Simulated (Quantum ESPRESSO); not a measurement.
# 2H-WS2, 1 layer, stepped through biaxial strain, part 5 of 8

Aim: how the results for 2H-WS2, 1 layer change with biaxial strain.

Quantum ESPRESSO 7.5; plane-wave DFT, PBE, GBRV ultrasoft pseudopotentials.

So far. Step 3 (Relaxing the ions, -4 %): The relaxation lowers the energy by 16 meV an atom. Step 6 (Band structure, -4 %): Along this path the valence top lies at K and the conduction bottom between K and Γ.

### Step 7. Ground state, -4 %

Level of this step: plane-wave DFT, PBE, PseudoDojo fully relativistic norm-conserving pseudopotentials (Quantum ESPRESSO 7.5).

The input, m0.soc.in:

```
&control
  prefix = 'm0.soc'
  outdir = './out'
  pseudo_dir = './pseudo'
  calculation = 'scf'
  tprnfor = .true.
/
&system
  ibrav = 0
  nat = 3
  ntyp = 2
  ecutwfc = 62
  ecutrho = 248
  occupations = 'smearing'
  smearing = 'fd'
  degauss = 0.002
  noncolin = .true.
  lspinorb = .true.
  nbnd = 32
/
&electrons
  conv_thr = 1e-07
  mixing_beta = 0.4
  electron_maxstep = 120
  mixing_mode = 'plain'
/
ATOMIC_SPECIES
  S   32.0600  S.dojo-fr-pbe-0.4-standard.upf
  W   183.8400  W.dojo-fr-pbe-0.4-standard.upf
CELL_PARAMETERS angstrom
  3.05871150624000 0.00000000000000 0.00000000000000
  -1.52935575264000 2.64892186752000 0.00000000000000
  0.00000000000000 0.00000000000000 18.47562023200000
ATOMIC_POSITIONS crystal
  S   0.333333333300 0.666666666700 0.412292847800
  W   0.000000000000 0.000000000000 0.500000000000
  S   0.333333333300 0.666666666700 0.587707152200
K_POINTS automatic
  6 6 1 0 0 0
```

On the command line:

```sh
$ OMP_NUM_THREADS=1 mpirun -n 4 pw.x -nk 2 -in m0.soc.in > m0.soc.out
```

Log:

```text
[banner, memory and clock lines left out]
Program PWSCF v.7.5 starts
[citation notice left out]

[...]
Message from routine setup:
[...]
bravais-lattice index     =            0
     lattice parameter (alat)  =       5.7801  a.u.
     unit-cell volume          =    1010.1905 (a.u.)^3
     number of atoms/cell      =            3
     number of atomic types    =            2
     number of electrons       =        26.00
     number of Kohn-Sham states=           32
     kinetic-energy cutoff     =      62.0000  Ry
     charge density cutoff     =     248.0000  Ry
     scf convergence threshold =      1.0E-07
     mixing beta               =       0.4000
     number of iterations used =            8  plain     mixing
     Exchange-correlation= PBE
                           (   1   4   3   4   0   0   0)
     Non magnetic calculation with spin-orbit

[...]
PseudoPot. # 1 for S  read from file:
     ./pseudo/S.dojo-fr-pbe-0.4-standard.upf
     Pseudo is Norm-conserving + core correction, Zval =  6.0
     Generated using ONCVPSP code by D. R. Hamann
     Using radial grid of 1146 points, 10 beta functions with:
                l(1) =   0
                l(2) =   0
                l(3) =   1
                l(4) =   1
                l(5) =   1
                l(6) =   1
                l(7) =   2
                l(8) =   2
                l(9) =   2
               l(10) =   2

     PseudoPot. # 2 for W  read from file:
     ./pseudo/W.dojo-fr-pbe-0.4-standard.upf
     Pseudo is Norm-conserving + core correction, Zval = 14.0
     Generated using ONCVPSP code by D. R. Hamann
     Using radial grid of 1396 points, 14 beta functions with:
                l(1) =   0
                l(2) =   0
                l(3) =   1
                l(4) =   1
                l(5) =   1
                l(6) =   1
                l(7) =   2
                l(8) =   2
                l(9) =   2
               l(10) =   2
               l(11) =   3
               l(12) =   3
               l(13) =   3
               l(14) =   3

     atomic species   valence    mass     pseudopotential
     S                 6.00    32.06000     S ( 1.00)
     W                14.00   183.84000     W ( 1.00)

     12 Sym. Ops. (no inversion) found

[...]
number of k points=     7  Fermi-Dirac smearing, width (Ry)=  0.0020
[...]
Dense  grid:    66709 G-vectors     FFT dimensions: (  30,  30, 180)

     Initial potential from superposition of free atoms

     starting charge      25.9994, renormalised to      26.0000

     negative rho (up, down):  4.631E-05 0.000E+00
     Starting wfcs are   36 randomized atomic wfcs

     per-process dynamical memory:    65.6 Mb

     Self-consistent Calculation

     iteration #  1     ecut=    62.00 Ry     beta= 0.40
     Davidson diagonalization with overlap
     ethr =  1.00E-02,  avg # of iterations =  2.7

     Threshold (ethr) on eigenvalues was too large:
     Diagonalizing with lowered threshold

     Davidson diagonalization with overlap
     ethr =  2.37E-04,  avg # of iterations =  6.7

     negative rho (up, down):  2.552E-05 0.000E+00

     total energy              =    -196.30145834 Ry
     estimated scf accuracy    <       0.09277531 Ry

     iteration #  2     ecut=    62.00 Ry     beta= 0.40
[...]
negative rho (up, down):  1.118E-05 0.000E+00

[...]
total energy              =    -196.30816094 Ry
     estimated scf accuracy    <       0.01258129 Ry

     iteration #  3     ecut=    62.00 Ry     beta= 0.40
[...]
negative rho (up, down):  7.744E-06 0.000E+00

[...]
total energy              =    -196.31011569 Ry
     estimated scf accuracy    <       0.00826016 Ry

     iteration #  4     ecut=    62.00 Ry     beta= 0.40
[...]
negative rho (up, down):  6.155E-07 0.000E+00

[...]
total energy              =    -196.31104938 Ry
     estimated scf accuracy    <       0.00115203 Ry

     iteration #  5     ecut=    62.00 Ry     beta= 0.40
[...]
negative rho (up, down):  9.429E-08 0.000E+00

[...]
total energy              =    -196.31115607 Ry
     estimated scf accuracy    <       0.00056742 Ry

     iteration #  6     ecut=    62.00 Ry     beta= 0.40
[...]
total energy              =    -196.31126479 Ry
     estimated scf accuracy    <       0.00000611 Ry

     iteration #  7     ecut=    62.00 Ry     beta= 0.40
[...]
total energy              =    -196.31126694 Ry
     estimated scf accuracy    <       0.00002373 Ry

     iteration #  8     ecut=    62.00 Ry     beta= 0.40
[...]
total energy              =    -196.31126888 Ry
     estimated scf accuracy    <       0.00000113 Ry

     iteration #  9     ecut=    62.00 Ry     beta= 0.40
[...]
total energy              =    -196.31126933 Ry
     estimated scf accuracy    <       0.00000027 Ry

     iteration # 10     ecut=    62.00 Ry     beta= 0.40
[...]
End of self-consistent calculation

          k = 0.0000 0.0000 0.0000 (  8361 PWs)   bands (ev):

   -73.3118 -73.3118 -44.6805 -44.6805 -35.0213 -35.0213 -34.7509 -34.7509
   -14.7582 -14.7582 -13.1899 -13.1899  -6.4134  -6.4134  -2.3368  -2.3368
    -2.2754  -2.2754  -2.0048  -2.0048  -0.9961  -0.9961  -0.7313  -0.7313
    -0.1808  -0.1808   3.4408   3.4408   3.4912   3.4912   3.6431   3.6431

          k = 0.0000 0.1925 0.0000 (  8355 PWs)   bands (ev):

   -73.3044 -73.3044 -44.7047 -44.7047 -35.0407 -35.0407 -34.8442 -34.8442
   -14.2512 -14.2512 -12.9737 -12.9737  -5.8157  -5.8157  -3.3195  -3.3195
    -3.0488  -3.0488  -1.7158  -1.7158  -1.5322  -1.5322  -1.1008  -1.1008
    -0.3440  -0.3440   2.5495   2.5495   3.2295   3.2295   3.4707   3.4707

[...]
the Fermi energy is     1.3440 ev

!    total energy              =    -196.31126930 Ry
     estimated scf accuracy    <       0.00000007 Ry
     smearing contrib. (-TS)   =      -0.00000000 Ry
     internal energy E=F+TS    =    -196.31126930 Ry

     The total energy is F=E-TS. E is the sum of the following terms:
     one-electron contribution =   -1046.32163774 Ry
     hartree contribution      =     523.54267571 Ry
     xc contribution           =     -46.10879052 Ry
     ewald contribution        =     372.57648326 Ry

     convergence has been achieved in  10 iterations

     Forces acting on atoms (cartesian axes, Ry/au):

     atom    1 type  1   force =    -0.00000000   -0.00000000    0.00020225
     atom    2 type  2   force =     0.00000000    0.00000000    0.00000000
     atom    3 type  1   force =     0.00000000   -0.00000000   -0.00020225

     Total force =     0.000286     Total SCF correction =     0.000014

[...]
```

The job ended after 30 s (4 MPI ranks of Arm Neoverse V1, shared host; peak memory 0.55 GiB; 2 min of CPU time).

Read from the output:

```
free energy                          : -2670.9509 eV
Fermi energy                         : 1.344 eV
valence top, on the run's zero       : 0.5612 eV
conduction bottom, on the run's zero : 2.027 eV
gap by band count                    : 1.466 eV
```

### Step 8. Bands along a path, -4 %

The input, m0.soc.bands.in:

```
&control
  prefix = 'm0.soc.bands'
  outdir = './out'
  pseudo_dir = './pseudo'
  calculation = 'bands'
/
&system
  ibrav = 0
  nat = 3
  ntyp = 2
  ecutwfc = 62
  ecutrho = 248
  occupations = 'smearing'
  smearing = 'fd'
  degauss = 0.002
  noncolin = .true.
  lspinorb = .true.
  nbnd = 32
/
&electrons
  conv_thr = 1e-07
  mixing_beta = 0.4
  electron_maxstep = 120
  mixing_mode = 'plain'
/
ATOMIC_SPECIES
  S   32.0600  S.dojo-fr-pbe-0.4-standard.upf
  W   183.8400  W.dojo-fr-pbe-0.4-standard.upf
CELL_PARAMETERS angstrom
  3.05871150624000 0.00000000000000 0.00000000000000
  -1.52935575264000 2.64892186752000 0.00000000000000
  0.00000000000000 0.00000000000000 18.47562023200000
ATOMIC_POSITIONS crystal
  S   0.333333333300 0.666666666700 0.412292847800
  W   0.000000000000 0.000000000000 0.500000000000
  S   0.333333333300 0.666666666700 0.587707152200
K_POINTS crystal_b
4
  0.0000000000 0.0000000000 0.0000000000 10
  0.5000000000 0.0000000000 0.0000000000 10
  0.3333333333 0.3333333333 0.0000000000 10
  0.0000000000 0.0000000000 0.0000000000 1
```

On the command line:

```sh
$ cp -r out/m0.soc.save out/m0.soc.bands.save
$ cp out/m0.soc.xml out/m0.soc.bands.xml
$ OMP_NUM_THREADS=1 mpirun -n 4 pw.x -nk 4 -in m0.soc.bands.in > m0.soc.bands.out
```

Log:

```text
[banner, memory and clock lines left out]
Program PWSCF v.7.5 starts
[citation notice left out]

[...]
Message from routine setup:
[...]
bravais-lattice index     =            0
     lattice parameter (alat)  =       5.7801  a.u.
     unit-cell volume          =    1010.1905 (a.u.)^3
     number of atoms/cell      =            3
     number of atomic types    =            2
     number of electrons       =        26.00
     number of Kohn-Sham states=           32
     kinetic-energy cutoff     =      62.0000  Ry
     charge density cutoff     =     248.0000  Ry
     Exchange-correlation= PBE
                           (   1   4   3   4   0   0   0)
     Non magnetic calculation with spin-orbit

[...]
PseudoPot. # 1 for S  read from file:
     ./pseudo/S.dojo-fr-pbe-0.4-standard.upf
     Pseudo is Norm-conserving + core correction, Zval =  6.0
     Generated using ONCVPSP code by D. R. Hamann
     Using radial grid of 1146 points, 10 beta functions with:
                l(1) =   0
                l(2) =   0
                l(3) =   1
                l(4) =   1
                l(5) =   1
                l(6) =   1
                l(7) =   2
                l(8) =   2
                l(9) =   2
               l(10) =   2

     PseudoPot. # 2 for W  read from file:
     ./pseudo/W.dojo-fr-pbe-0.4-standard.upf
     Pseudo is Norm-conserving + core correction, Zval = 14.0
     Generated using ONCVPSP code by D. R. Hamann
     Using radial grid of 1396 points, 14 beta functions with:
                l(1) =   0
                l(2) =   0
                l(3) =   1
                l(4) =   1
                l(5) =   1
                l(6) =   1
                l(7) =   2
                l(8) =   2
                l(9) =   2
               l(10) =   2
               l(11) =   3
               l(12) =   3
               l(13) =   3
               l(14) =   3

     atomic species   valence    mass     pseudopotential
     S                 6.00    32.06000     S ( 1.00)
     W                14.00   183.84000     W ( 1.00)

     12 Sym. Ops. (no inversion) found

[...]
number of k points=    31  Fermi-Dirac smearing, width (Ry)=  0.0020
[...]
Dense  grid:    66709 G-vectors     FFT dimensions: (  30,  30, 180)

     The potential is recalculated from file :
     ./out/m0.soc.bands.save/charge-density

     Starting wfcs are   36 randomized atomic wfcs

     Band Structure Calculation
     Davidson diagonalization with overlap

     ethr =  3.85E-10,  avg # of iterations = 58.0

     End of band structure calculation

          k = 0.0000 0.0000 0.0000 (  8361 PWs)   bands (ev):

   -73.3153 -73.3153 -44.6836 -44.6836 -35.0242 -35.0242 -34.7538 -34.7538
   -14.7575 -14.7575 -13.1891 -13.1891  -6.4135  -6.4135  -2.3375  -2.3375
    -2.2749  -2.2749  -2.0053  -2.0053  -0.9966  -0.9966  -0.7316  -0.7316
    -0.1816  -0.1816   3.4409   3.4409   3.4909   3.4909   3.6431   3.6431

          k = 0.0500 0.0289 0.0000 (  8335 PWs)   bands (ev):

   -73.3145 -73.3145 -44.6860 -44.6860 -35.0255 -35.0255 -34.7636 -34.7636
   -14.7098 -14.7098 -13.1688 -13.1688  -6.3544  -6.3544  -2.4048  -2.4048
    -2.3534  -2.3534  -2.0319  -2.0319  -1.0290  -1.0290  -0.7762  -0.7762
    -0.1868  -0.1868   3.3341   3.3341   3.4975   3.4975   3.5628   3.5628

[...]
```

Elapsed: 92 s, on 4 MPI ranks; peak memory 0.55 GiB; 6.1 min of CPU time.

This step gave:

- valence top, on the run's zero: 0.5603 eV

Band numbers count within the set of bands kept for display. The electronic bands at the labelled points (eV, zero at the highest filled level of the SCF mesh; v1 is the highest filled band, c1 the lowest empty one):

| point | v4 | v3 | v2 | v1 | c1 | c2 | c3 | c4 |
| --- | --- | --- | --- | --- | --- | --- | --- | --- |
| Γ | -1.29 | -1.29 | -0.74 | -0.74 | 2.88 | 2.88 | 2.93 | 2.93 |
| halfway | -1.77 | -1.77 | -1.29 | -1.29 | 1.84 | 1.84 | 2.55 | 2.55 |
| M | -1.36 | -1.36 | -1.01 | -1.01 | 3.09 | 3.09 | 3.41 | 3.41 |
| halfway | -2.69 | -2.66 | -0.77 | -0.44 | 2.69 | 2.83 | 3.41 | 3.41 |
| K | -2.95 | -2.88 | -0.37 | 0.00 | 2.14 | 2.25 | 2.83 | 2.85 |
| halfway | -1.68 | -1.61 | -1.20 | -0.97 | 1.47 | 1.67 | 2.79 | 2.79 |
| Γ | -1.29 | -1.29 | -0.74 | -0.74 | 2.88 | 2.88 | 2.93 | 2.93 |

Along this path the valence top lies at K and the conduction bottom between K and Γ.

[end of part 5 of 8]

[Logs are printed without paths, hosts, clocks, repeated set-up lines and the standing remarks that a program may print on its own settings, such as how far it seeks lower states.]

[Hosts, paths, dates, database ids (printed as entryN), source tags and the programs' standing remarks are cut or masked in the printed files.]

[Maps of the electrostatic potential energy from Ansatz leave out the sawtooth potential of an applied field or a dipole correction, so their vacuum need not be flat; planar profiles and work functions include it.]
